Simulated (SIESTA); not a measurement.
**Ag in SIESTA: convergence with real-space mesh cutoff**

Input of the first run (real-space mesh cutoff 100 Ry); the others differ in this setting and in those tied to it:

Ag.fdf

```
SystemName                      Ag
SystemLabel                     Ag
NumberOfSpecies                 1
NumberOfAtoms                   5
%block ChemicalSpeciesLabel
  1  47 Ag
%endblock ChemicalSpeciesLabel

LatticeConstant                 1.0 Ang
%block LatticeVectors
     2.9460943265     0.0000000000     0.0000000000
    -1.4730471633     2.5513925288     0.0000000000
     0.0000000000     0.0000000000    24.6049295800
%endblock LatticeVectors
AtomicCoordinatesFormat         Fractional
%block AtomicCoordinatesAndAtomicSpecies
     0.0000000000     0.0000000000     0.3048169667  1  Ag
     0.6666666667     0.3333333333     0.4023697588  1  Ag
     0.3333333334     0.6666666667     0.4999225509  1  Ag
     0.6666666667     0.3333333333     0.5976302412  1  Ag
     0.3333333334     0.6666666667     0.6951830333  1  Ag
%endblock AtomicCoordinatesAndAtomicSpecies

%block kgrid.MonkhorstPack
    8   0   0  0.0
    0   8   0  0.0
    0   0   1  0.0
%endblock kgrid.MonkhorstPack
XC.Functional                   GGA
XC.Authors                      RPBE
PAO.BasisSize                   DZP
PAO.EnergyShift                 0.003 Ry
Mesh.Cutoff                     100 Ry
OccupationFunction              FD
ElectronicTemperature           0.05 eV
Slab.DipoleCorrection           vacuum
MaxSCFIterations                120
SCF.MustConverge                false
SCF.Mixer.Method                Pulay
SCF.Mixer.Weight                0.25
SCF.Mixer.History               8
SCF.DM.Tolerance                5.0e-05
SCF.H.Tolerance                 1.0e-03 eV
WriteForces                     true
Charge.Mulliken                 end
%block PAO.Basis
  Ag 5
  n=4 0 2
    2.721 0.000
  n=5 0 2
    8.098 0.000
  n=4 1 2
    3.101 0.000
  n=5 1 1
    8.098
  n=4 2 2
    5.108 0.000
%endblock PAO.Basis
```

Potentials or basis: PseudoDojo 0.4 standard (PBE files), DZP (energy shift 0.003 Ry; two zetas on semicore shells).

Launch:

```sh
$ siesta Ag.fdf > Ag.out 2>&1
```

The slab is cut from a database's or a generator's crystal, which needn't be the stable form of the element.

Hardware: 1 thread of Arm Neoverse V1, with other jobs on the host.

```tsv
real-space mesh cutoff	energy less the tightest run, at zero smearing (meV/atom)	largest force (eV/Å)	SCF cycles	CPU time (s)	peak memory (GiB)
100 Ry	-101.85	0.409	15	15	0.15
150 Ry	-24.61	0.097	14	18	0.17
200 Ry	-9.66	0.101	14	22	0.19
300 Ry	-3.21	0.103	14	33	0.23
400 Ry	-2.16	0.100	14	39	0.26
500 Ry	-1.12	0.102	14	54	0.32
700 Ry	-0.21	0.102	14	94	0.49
900 Ry	-0.15	0.102	14	100	0.53
1200 Ry	0.00	0.101	14	150	0.73
```

Against the tightest run, the energy stays within 1 meV/atom from 700 Ry on; the largest force stays within 0.005 eV/Å from 150 Ry on. Values are those asked for, which the program may round to a finer grid. The tightest run that finished is the yardstick and may itself not be fully converged.

Caveat, for the tightest run too: the potentials were made for another functional, which shifts forces and pressure.
